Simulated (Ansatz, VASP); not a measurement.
## Two plane-wave programs on CuO

Contents of POSCAR:

```
CuO
1.0
    2.3463500000     -1.7141500000      0.0000000000
    2.3463500000      1.7141500000      0.0000000000
   -0.8519200000      0.0000000000      5.0658700000
Cu O
2 2
Direct
    0.0033000000      0.4967000000      0.0000000000
    0.4967000000      0.0033000000      0.5000000000
    0.5719000000      0.4073000000      0.2602000000
    0.4073000000      0.5719000000      0.7602000000
```

INCAR.step1

```
SYSTEM = CuO
PREC = Accurate
ENCUT = 520
ISMEAR = -1
SIGMA = 0.05
LREAL = .False.
LASPH = .True.
NELM = 80
NBANDS = 25
GGA = PE
ALGO = Normal
EDIFF = 1E-4
LWAVE = .True.
LCHARG = .False.
```

The input INCAR.step2:

```
SYSTEM = CuO
PREC = Accurate
ENCUT = 520
EDIFF = 1E-6
ISMEAR = -1
SIGMA = 0.05
LREAL = .False.
LASPH = .True.
NELM = 80
ALGO = Normal
ISIF = 2
LWAVE = .False.
LCHARG = .False.
METAGGA = R2SCAN
LMIXTAU = .True.
NBANDS = 25
ISTART = 1
```

KPOINTS

```
Automatic mesh
0
Gamma
  7 7 4
  0 0 0
```

Input for Ansatz:

```yaml
crystal:
  lattice:
    - [2.34635, -1.71415, 0.0]
    - [2.34635, 1.71415, 0.0]
    - [-0.85192, 0.0, 5.06587]
  atoms:
    - { symbol: Cu, position: [0.0033, 0.4967, 0.0] }
    - { symbol: Cu, position: [0.4967, 0.0033, 0.5] }
    - { symbol: O, position: [0.5719, 0.4073, 0.2602] }
    - { symbol: O, position: [0.4073, 0.5719, 0.7602] }
hamiltonian:
  xc: r2scan
  pseudopotentials: { kind: paw }
basis:
  ecutwfc: 500
kpoints:
  mp_grid: { grid: [7, 7, 4] }
scf:
  occupations: { method: fermi_dirac, width: 0.05 }
  lower_state_search: "off"
output:
  forces: true
  stress: true
```

Alike in both runs: task single point; functional r2SCAN; k mesh 7 × 7 × 4; occupations fermi-dirac, width 0.05 eV; no spin polarisation.

|  | VASP | Ansatz |
| --- | --- | --- |
| version | VASP 6.6.1 | Ansatz 0.2.0 |
| potentials or method | VASP PAW PBE potentials, release 64 (Cu, O) | PAW, plane waves, scalar-relativistic |
| plane-wave cutoff (eV) | 520 | 500 |
| valence electrons in the cell | 34 | 50 |

```csv
,VASP,Ansatz,Ansatz less VASP
pressure (GPa),-0.2,-1.2,-1.00
largest component of the traceless stress (GPa),1.97,1.80,-0.166
rms of the force components (eV/Å),0.566,0.549,-0.0167
```

Atom by atom the forces differ by 0.027 eV/Å (rms over components). The two sets of potentials don't hold the same shells in valence.

Caveats: the PAW data sets were made with another functional, which shifts forces and pressure a little (VASP); the run has no spin polarisation, though such a crystal can be magnetic.
